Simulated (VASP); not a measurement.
# Te (P3_121) in VASP: a series of runs, part 2 of 2

VASP 6.6.1. Earlier steps stand in the parts before.

### Step 3. Dielectric tensor, PBEsol

File INCAR:

```
ALGO = Normal ; EDIFF = 1E-8
ENCUT = 500 ; GGA = PS
ISIF = 2 ; ISMEAR = 0
LASPH = True ; LCHARG = False
LEPSILON = True ; LREAL = False
LWAVE = False ; NELM = 100
PREC = Accurate ; SIGMA = 0.01
```

File KPOINTS:

```
k-points
0
Gamma
  8 8 6
```

File POSCAR:

```
Te
1.0
    4.4540000000      0.0000000000      0.0000000000
   -2.2270000000      3.8572771485      0.0000000000
    0.0000000000      0.0000000000      5.9240000000
Te
3
Direct
    0.7310000000      0.7310000000      0.0000000000
    0.0000000000      0.2690000000      0.6666666667
    0.2690000000      0.0000000000      0.3333333333
```

Potentials or basis: VASP PAW PBE potentials, release 64 (Te).

Started as:

```bash
> cat potpaw_PBE.64/Te/POTCAR > POTCAR
> mpirun -np 1 vasp_std > vasp.out
```

OUTCAR:

```text
EDIFF = 1E-8
   ENCUT = 500
   GGA = PS
   ISIF = 2
   ISMEAR = 0
   LASPH = True
   LEPSILON = True
   LREAL = False
   NELM = 100
   PREC = Accurate

 Found     50 irreducible k-points:

 Following reciprocal coordinates:
            Coordinates               Weight
  0.000000  0.000000  0.000000      1.000000
  0.125000  0.000000  0.000000      6.000000
  0.250000  0.000000  0.000000      6.000000
  0.375000 -0.000000  0.000000      6.000000
  0.500000  0.000000  0.000000      3.000000
  0.125000  0.125000  0.000000      6.000000
   k-points           NKPTS =     50   k-points in BZ     NKDIM =     50   number of bands    NBANDS=     13
   number of dos      NEDOS =    301   number of ions     NIONS =      3
   total plane-waves  NPLWV =  49152
   dimension x,y,z NGX =    32 NGY =   32 NGZ =   48
   dimension x,y,z NGXF=    64 NGYF=   64 NGZF=   96
   ions per type =               3
   NGX,Y,Z   is equivalent  to a cutoff of  11.94, 11.94, 13.47 a.u.
   NGXF,Y,Z  is equivalent  to a cutoff of  23.89, 23.89, 26.94 a.u.
 SYSTEM =  unknown system
   PREC   = accura    normal or accurate (medium, high low for compatibility)
   ISTART =      0    job   : 0-new  1-cont  2-samecut
   ICHARG =      2    charge: 1-file 2-atom 10-const
   ISPIN  =      1    spin polarized calculation?
   LNONCOLLINEAR =      F non collinear calculations
   LSORBIT =      F    spin-orbit coupling
   LASPH  =      T    aspherical Exc in radial PAW
   ENCUT  =  500.0 eV  36.75 Ry    6.06 a.u.   8.12  8.12 10.80*2*pi/ulx,y,z
   NELM   =    100;   NELMIN=  2; NELMDL= -5     # of ELM steps
   EDIFF  = 0.1E-07   stopping-criterion for ELM
   LREAL  =      F    real-space projection
   EDIFFG = 0.1E-06   stopping-criterion for IOM
   NSW    =      0    number of steps for IOM
   IBRION =     -1    ionic relax: 0-MD 1-quasi-New 2-CG
   NFREE  =      0    steps in history (QN), initial steepest desc. (CG)
   ISIF   =      2    stress and relaxation
   ISYM   =      2    0-nonsym 1-usesym 2-fastsym
   POTIM  = 0.5000    time-step for ionic-motion
   TEBEG  =    0.0;   TEEND  =   0.0 temperature during run
   PSTRESS=    0.0 pullay stress
[... 173 lines left out ...]

 Free energy of the ion-electron system (eV)
  ---------------------------------------------------
  ---------------------------------------------------
  free energy    TOTEN  =       -11.28018513 eV

  energy without entropy =      -11.28018513

------------------------ aborting loop because EDIFF is reached ----------------------------------------

--------------------------------------- Ionic step        2  -------------------------------------------

------------------------ aborting loop because EDIFF is reached ----------------------------------------

--------------------------------------- Ionic step        3  -------------------------------------------

 Free energy of the ion-electron system (eV)
  ---------------------------------------------------
  ---------------------------------------------------
  free energy    TOTEN  =       -19.95654260 eV

  energy without entropy =      -19.95654260

------------------------ aborting loop because EDIFF is reached ----------------------------------------

 PIEZOELECTRIC TENSOR FIELD DIRECTION 3  (e Angst)
 -----------------------------------------------------------------------------
     0.01797 -0.00000 -0.00000           ( -0.00000  0.00000 -0.00000)
     0.00000  0.01797 -0.00000           (  0.00000 -0.00000  0.00000)
     0.00000 -0.00000  0.01016           (  0.00000  0.00000 -0.00002)

 PIEZOELECTRIC TENSOR FIELD DIRECTION 3  (C/m^2)
 -----------------------------------------------------------------------------
     0.00283 -0.00000 -0.00000
     0.00000  0.00283 -0.00000
     0.00000 -0.00000  0.00160

 MACROSCOPIC STATIC DIELECTRIC TENSOR (including local field effects in DFT)
 ------------------------------------------------------
          39.413332     0.000000     0.000000
          -0.000000    39.413332    -0.000000
           0.000000    -0.000000    69.162732
 ------------------------------------------------------

 PIEZOELECTRIC TENSOR (including local field effects)  for field in x, y, z        (e  Angst)
          XX          YY          ZZ          XY          YZ          ZX
  --------------------------------------------------------------------------------
  x    -3.27592     3.27592    -0.00000     0.00000     1.03331     0.00000
  y     0.00000     0.00000     0.00000     3.27592     0.00000    -1.03332
  z     0.00000    -0.00000     0.00000     0.00000     0.00000     0.00000

 PIEZOELECTRIC TENSOR (including local field effects)  for field in x, y, z        (C/m^2)
          XX          YY          ZZ          XY          YZ          ZX
  --------------------------------------------------------------------------------
  x    -0.51570     0.51570    -0.00000     0.00000     0.16267     0.00000
  y     0.00000     0.00000     0.00000     0.51570     0.00000    -0.16267
  z     0.00000    -0.00000     0.00000     0.00000     0.00000     0.00000

 BORN EFFECTIVE CHARGES (including local field effects) (in |e|, cummulative output)
 ---------------------------------------------------------------------------------
 ion    1
    1    -1.30305     2.25695     2.13528
    2     2.25695     1.30305    -1.23281
    3     2.67334    -1.54345    -0.00000
 ion    2
    1    -1.30305    -2.25695    -2.13528
    2    -2.25695     1.30305    -1.23281
    3    -2.67334    -1.54345    -0.00000
 ion    3
    1     2.60611     0.00000     0.00000
    2     0.00000    -2.60611     2.46561
    3    -0.00000     3.08690    -0.00000
```

OSZICAR:

```text
N       E                     dE             d eps       ncg     rms          rms(c)
DAV:   1     0.760630908345E+02    0.76063E+02   -0.64491E+03  1300   0.107E+03
DAV:   2    -0.508576219310E+01   -0.81149E+02   -0.78011E+02  1712   0.155E+02
DAV:   3    -0.104809815516E+02   -0.53952E+01   -0.53510E+01  1600   0.450E+01
[... 12 lines left out ...]
RMM:   9    -0.199565286776E+02   -0.26228E-03   -0.59065E-05  3033   0.503E-03    0.256E-03
RMM:  10    -0.199565163769E+02    0.12301E-04   -0.26230E-05  3015   0.120E-03    0.198E-03
RMM:  11    -0.199565303039E+02   -0.13927E-04   -0.53598E-06  2969   0.538E-04    0.494E-04
RMM:  12    -0.199565412291E+02   -0.10925E-04   -0.59297E-06  2804   0.215E-04    0.211E-04
RMM:  13    -0.199565422147E+02   -0.98562E-06   -0.23486E-06  1612   0.748E-05    0.708E-05
RMM:  14    -0.199565426003E+02   -0.38559E-06   -0.31461E-07   672   0.570E-05    0.880E-06
```

Wall time 8.8 min (1 thread of AMD EPYC 9R45 (Zen 5), shared host); peak memory 0.59 GiB.

The run converged, but some of its settings lie outside the range that counts as converged, so its numbers aren't taken as properties of the crystal.

What came out:

* Band gap on the k mesh: 0.46 eV, indirect (least direct gap 0.53 eV)
* Electronic dielectric tensor (diagonal): 39.41, 39.41, 69.16
* Born charges (mean of the diagonal): Te +0.00 e

Caveat: the gap is small at this level, which inflates the dielectric constant; the PAW data sets were made with another functional, which shifts forces and pressure a little; spin-orbit coupling is left out, which moves the levels of the heavy elements.

### Step 4. Dielectric tensor, PBEsol

INCAR, as its differences from that of step 3:

```diff
@@ -1,3 +1,3 @@
 ALGO = Normal ; EDIFF = 1E-8
-ENCUT = 500 ; GGA = PS
+ENCUT = 400 ; GGA = PS
 ISIF = 2 ; ISMEAR = 0
```

File KPOINTS:

```
k-points
0
Gamma
  10 10 7
```

POSCAR is that of step 3.

Potentials or basis: VASP PAW PBE potentials, release 64 (Te).

Started as:

```bash
> cat potpaw_PBE.64/Te/POTCAR > POTCAR
> mpirun -np 1 vasp_std > vasp.out
```

OUTCAR:

```text
EDIFF = 1E-8
   ENCUT = 400
   GGA = PS
   ISIF = 2
   ISMEAR = 0
   LASPH = True
   LEPSILON = True
   LREAL = False
   NELM = 100
   PREC = Accurate

 Found     80 irreducible k-points:

 Following reciprocal coordinates:
            Coordinates               Weight
  0.000000  0.000000  0.000000      1.000000
  0.100000  0.000000  0.000000      6.000000
  0.200000  0.000000  0.000000      6.000000
  0.300000  0.000000  0.000000      6.000000
  0.400000  0.000000  0.000000      6.000000
  0.500000  0.000000  0.000000      3.000000
   k-points           NKPTS =     80   k-points in BZ     NKDIM =     80   number of bands    NBANDS=     13
   number of dos      NEDOS =    301   number of ions     NIONS =      3
[... 239 lines left out ...]

 MACROSCOPIC STATIC DIELECTRIC TENSOR (including local field effects in DFT)
 ------------------------------------------------------
          37.007657     0.000000    -0.000000
          -0.000000    37.007657     0.000000
          -0.000000    -0.000000    64.684090
 ------------------------------------------------------

 PIEZOELECTRIC TENSOR (including local field effects)  for field in x, y, z        (e  Angst)
          XX          YY          ZZ          XY          YZ          ZX
  --------------------------------------------------------------------------------
  x    -3.18971     3.18971     0.00000     0.00000     1.02350     0.00000
  y     0.00000    -0.00000    -0.00000     3.18971    -0.00000    -1.02350
  z    -0.00000     0.00000     0.00000    -0.00001     0.00000     0.00000

 PIEZOELECTRIC TENSOR (including local field effects)  for field in x, y, z        (C/m^2)
          XX          YY          ZZ          XY          YZ          ZX
  --------------------------------------------------------------------------------
  x    -0.50213     0.50213     0.00000     0.00000     0.16112     0.00000
  y     0.00000    -0.00000    -0.00000     0.50213    -0.00000    -0.16112
  z    -0.00000     0.00000     0.00000    -0.00000     0.00000     0.00000

 BORN EFFECTIVE CHARGES (including local field effects) (in |e|, cummulative output)
 ---------------------------------------------------------------------------------
 ion    1
    1    -1.31330     2.27471     2.07700
    2     2.27471     1.31330    -1.19916
    3     2.54981    -1.47214    -0.00000
 ion    2
    1    -1.31330    -2.27471    -2.07700
    2    -2.27471     1.31330    -1.19916
    3    -2.54981    -1.47214    -0.00000
 ion    3
    1     2.62661     0.00000     0.00000
    2     0.00000    -2.62661     2.39832
    3     0.00000     2.94427    -0.00000
```

It took 11 min on 1 thread of AMD EPYC 9R45 (Zen 5), shared host; peak memory 0.69 GiB.

The run converged, but some of its settings lie outside the range that counts as converged, so its numbers aren't taken as properties of the crystal.

What came out:

* Band gap on the k mesh: 0.52 eV, indirect (least direct gap 0.61 eV)
* Electronic dielectric tensor (diagonal): 37.01, 37.01, 64.68
* Born charges (mean of the diagonal): Te +0.00 e

Caveat: the gap is small at this level, which inflates the dielectric constant; the PAW data sets were made with another functional, which shifts forces and pressure a little; spin-orbit coupling is left out, which moves the levels of the heavy elements; an odd mesh through Γ misses points on the zone boundary, where band edges often lie.

### Step 5. Dielectric tensor, PBEsol

INCAR, as its differences from that of step 4:

```diff
@@ -1,3 +1,3 @@
 ALGO = Normal ; EDIFF = 1E-8
-ENCUT = 400 ; GGA = PS
+ENCUT = 500 ; GGA = PS
 ISIF = 2 ; ISMEAR = 0
```

KPOINTS is that of step 4.

POSCAR is that of step 4.

Potentials or basis: VASP PAW PBE potentials, release 64 (Te).

Started as:

```bash
> cat potpaw_PBE.64/Te/POTCAR > POTCAR
> mpirun -np 1 vasp_std > vasp.out
```

OUTCAR:

```text
EDIFF = 1E-8
   ENCUT = 500
   GGA = PS
   ISIF = 2
   ISMEAR = 0
   LASPH = True
   LEPSILON = True
   LREAL = False
   NELM = 100
   PREC = Accurate

 Found     80 irreducible k-points:

 Following reciprocal coordinates:
            Coordinates               Weight
  0.000000  0.000000  0.000000      1.000000
  0.100000  0.000000  0.000000      6.000000
  0.200000  0.000000  0.000000      6.000000
  0.300000  0.000000  0.000000      6.000000
  0.400000  0.000000  0.000000      6.000000
  0.500000  0.000000  0.000000      3.000000
   k-points           NKPTS =     80   k-points in BZ     NKDIM =     80   number of bands    NBANDS=     13
   number of dos      NEDOS =    301   number of ions     NIONS =      3
[... 238 lines left out ...]

 MACROSCOPIC STATIC DIELECTRIC TENSOR (including local field effects in DFT)
 ------------------------------------------------------
          37.006764     0.000000     0.000000
          -0.000000    37.006764     0.000000
          -0.000000    -0.000000    64.681874
 ------------------------------------------------------

 PIEZOELECTRIC TENSOR (including local field effects)  for field in x, y, z        (e  Angst)
          XX          YY          ZZ          XY          YZ          ZX
  --------------------------------------------------------------------------------
  x    -3.18982     3.18982     0.00000     0.00000     1.02364     0.00000
  y    -0.00000     0.00000     0.00000     3.18982    -0.00000    -1.02365
  z     0.00000     0.00000     0.00000    -0.00000     0.00000     0.00000

 PIEZOELECTRIC TENSOR (including local field effects)  for field in x, y, z        (C/m^2)
          XX          YY          ZZ          XY          YZ          ZX
  --------------------------------------------------------------------------------
  x    -0.50215     0.50215     0.00000     0.00000     0.16114     0.00000
  y    -0.00000     0.00000     0.00000     0.50215    -0.00000    -0.16114
  z     0.00000     0.00000     0.00000    -0.00000     0.00000     0.00000

 BORN EFFECTIVE CHARGES (including local field effects) (in |e|, cummulative output)
 ---------------------------------------------------------------------------------
 ion    1
    1    -1.31330     2.27471     2.07696
    2     2.27471     1.31330    -1.19913
    3     2.54976    -1.47210     0.00000
 ion    2
    1    -1.31330    -2.27471    -2.07696
    2    -2.27471     1.31330    -1.19913
    3    -2.54976    -1.47210    -0.00000
 ion    3
    1     2.62660     0.00000     0.00000
    2     0.00000    -2.62660     2.39826
    3     0.00000     2.94421     0.00000
```

stdout:

```text
POSCAR found type information on POSCAR Te
 POSCAR found :  1 types and       3 ions
 scaLAPACK will be used
 -----------------------------------------------------------------------------
|                                                                             |
|                                                                             |
|     You enforced a specific xc type in the INCAR file but a different       |
[... 62 lines left out ...]
  Direction:   1
 dielectric tensor                  component  1 :    37.007    -0.330     9.624
 Linear response to external field, progress :
  Direction:   2
 dielectric tensor                  component  2 :     0.043    37.007     0.000
 Linear response to external field, progress :
  Direction:   3
 dielectric tensor                  component  3 :     6.611   -18.897    64.682
 Born effective charges drift removed
```

Wall time 15 min (1 thread of AMD EPYC 9R45 (Zen 5), shared host); peak memory 0.91 GiB.

The run converged, but some of its settings lie outside the range that counts as converged, so its numbers aren't taken as properties of the crystal.

What came out:

| Quantity | Value |
| --- | --- |
| Band gap on the k mesh | 0.52 eV, indirect (least direct gap 0.61 eV) |
| Electronic dielectric tensor (diagonal) | 37.01, 37.01, 64.68 |
| Born charges (mean of the diagonal) | Te +0.00 e |

Caveat: the gap is small at this level, which inflates the dielectric constant; the PAW data sets were made with another functional, which shifts forces and pressure a little; spin-orbit coupling is left out, which moves the levels of the heavy elements; an odd mesh through Γ misses points on the zone boundary, where band edges often lie.

### Step 6. For comparison

An earlier run on the cell as given: functional PBEsol; potentials or basis VASP PAW PBE potentials, release 64 (Te); cutoff 520 eV; k mesh 7 × 7 × 5; occupations fermi-dirac, width 0.05 eV; no spin polarisation.

- Pressure: -0.9 GPa
- Largest force: 0.126 eV/Å
- Band gap on the k mesh: 0.59 eV, indirect (least direct gap 0.76 eV)
